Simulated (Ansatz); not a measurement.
Method: DFT PBE, scalar-relativistic, plane waves, PAW in Ansatz 0.2.0. All cells share a 420 eV cutoff and Γ-centred k meshes spaced at most about 0.3 Å⁻¹ (2π included). No spin polarisation in the final relaxations.

Temperature and zero-point effects are left out.

Two relaxed structures of C:

1.

```
C
1.0
     0.00000    2.13604    4.31035
     1.23324    0.00000    4.31035
     1.23324    2.13604    0.00000
C
2
Direct
  0.16667 0.83333 0.16667
  0.83333 0.16667 0.83333
```

2.

```
C
1.0
     3.10624    0.00000    0.00000
     0.00000    3.10624    0.00000
     0.00000    0.00000    2.45171
C
4
Direct
  0.35419 0.00000 0.25000
  0.00000 0.64581 0.50000
  0.64581 0.00000 0.75000
  0.00000 0.35419 0.00000
```

**Question.** Which is lower in energy, and by how much?

**Answer.** Cell 1 is lower, by 1.23 eV/atom. Cell 1 has space group Fmmm (No. 69), 11.4 Å³/atom and a gap of 1.04 eV on its mesh; cell 2 has space group P4_322 (No. 95), 5.9 Å³/atom and a gap of 1.06 eV. Counting all near atoms (those within 1.25 times the shortest such distance or 1.15 times the sum of covalent radii; a plus sign parts nearer from farther groups), cell 1 has C 3 and cell 2 has C 2+2. In cell 1, C has 3 C at 1.42 Å. In cell 2, C has 2 C at 1.52 Å and 2 C at 1.67 Å. Both come from invented guesses. The part of the Crystallography Open Database at hand lists C in space groups No. 58, 69, 71, 141, 166 and others; sharing a group (Fmmm) doesn't make a cell the listed structure.

Weakly bound directions are ill-defined at this level, which has no dispersion term (Fmmm), and this can change margins and order among such cells. Kohn–Sham gaps at this level usually fall short of measured ones. With atoms moved at random, P4_322 came back. Other cells relaxed within their symmetry can be saddle points.
